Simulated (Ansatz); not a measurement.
# PbS: further runs on the relaxed cell

The task here is to estimate one member of a computed series from the others.

Program: Ansatz 0.2.0. Level of theory: DFT PBE+D3(BJ), scalar-relativistic, plane waves, PAW, unless a step's input says otherwise. These are calculated values, not measurements.

1 further run of the same task is left out (set aside as unsound or not needed).

## The starting structure

Symmetry: Fm-3m, No. 225, cubic system. The conventional cell has a = 5.935 Å, b = 5.935 Å, c = 5.935 Å, α = 90.00°, β = 90.00°, γ = 90.00°. Pb (site symmetry m-3m) has 6 S at 2.97 Å as nearest neighbours. S (site symmetry m-3m) has 6 Pb at 2.97 Å as nearest neighbours.

Coordinates:

```cif
data_structure
_symmetry_space_group_name_H-M 'Fm-3m'
_symmetry_Int_Tables_number 225
_cell_length_a 5.9345
_cell_length_b 5.9345
_cell_length_c 5.9345
_cell_angle_alpha 90.000
_cell_angle_beta 90.000
_cell_angle_gamma 90.000
_cell_volume 209.01
loop_
_atom_site_label
_atom_site_type_symbol
_atom_site_symmetry_multiplicity
_atom_site_Wyckoff_symbol
_atom_site_fract_x
_atom_site_fract_y
_atom_site_fract_z
_atom_site_occupancy
Pb1 Pb 4 b 0.50000 0.00000 0.00000 1
S1 S 4 a 0.00000 0.00000 0.00000 1
```

This cell was relaxed beforehand with the same method: volume 26.13 Å³/atom, gap on the mesh 0.36 eV.

Set-up of the first run:

input.yaml

```yaml
crystal:
  lattice:
    - [2.9614765721, -2.9670407458, 0.1816208973]
    - [2.9614765721, 2.9670407458, 0.1816208973]
    - [-0.3633243756, 0.0, 5.9243026098]
  atoms:
    - { symbol: Pb, position: [0.7499985725, 0.7499985725, 0.7499492225] }
    - { symbol: Pb, position: [0.2500014275, 0.2500014275, 0.2500507775] }
    - { symbol: S, position: [0.2500053769, 0.2500053769, 0.7498460568] }
    - { symbol: S, position: [0.7499946231, 0.7499946231, 0.2501539432] }
basis:
  ecutwfc: 500
kpoints:
  mp_grid: { grid: [8, 8, 6] }
  band_path:
    path:
      - [[0.0, 0.0, 0.0], [0.0, 0.5, 2.0e-08], [0.5, 0.49999997, 3.0e-08], [0.0, 0.0, 0.0], [0.0, 0.0, 0.5], [0.0, 0.5, 0.50000002], [0.5, 0.49999997, 0.50000003], [0.0, 0.0, 0.5]]
      - [[0.0, 0.5, 2.0e-08], [0.0, 0.5, 0.50000002]]
      - [[0.5, 0.49999997, 3.0e-08], [0.5, 0.49999997, 0.50000003]]
    npoints: 14
hamiltonian:
  xc: r2scan
scf:
  occupations: { method: gaussian, width: 0.02 }
  n_extra_bands: 10
output:
  forces: true
  stress: true
  eigenvalues: true
  populations: true
  dos: { projected: true, de: 0.02, nscf_kmesh: { grid: [12, 12, 9] } }
  bader: true
  write_density: true
  write_potential: true
  elf: true
  volumetric_format: npy
```

The run is started by

```
$ ansatz run input.yaml --threads 1 --pin off --max-ram 2560MiB --backend cpu --events-out ev --progress --plain --runs-dir out
```

Steps of the session up to this table: The same geometry with r2SCAN; Band edges anywhere in the zone (r2SCAN); Levels beside the edges (r2SCAN); The same geometry with PBE+D3(BJ) with spin-orbit coupling; Band edges anywhere in the zone (PBE+D3(BJ) with spin-orbit coupling); Levels beside the edges (PBE+D3(BJ) with spin-orbit coupling); Level of theory: LDA.

One of the session's tables, all rows but one given; the rest of the session is left out.

```
                              level  gap (eV)
                         PBE+D3(BJ)      0.36
                             r2SCAN         ?
PBE+D3(BJ) with spin-orbit coupling      0.08
                                LDA      0.24
```

**Question.** Estimate the row for r2SCAN.

As computed: gap (eV): 0.62. In the column «gap (eV)» it is the highest.

All at the geometry relaxed with the first.

Limits of these values: Warnings in the runs' records: structure snapped to symmetry, relaxed geometry near dispersion switch.
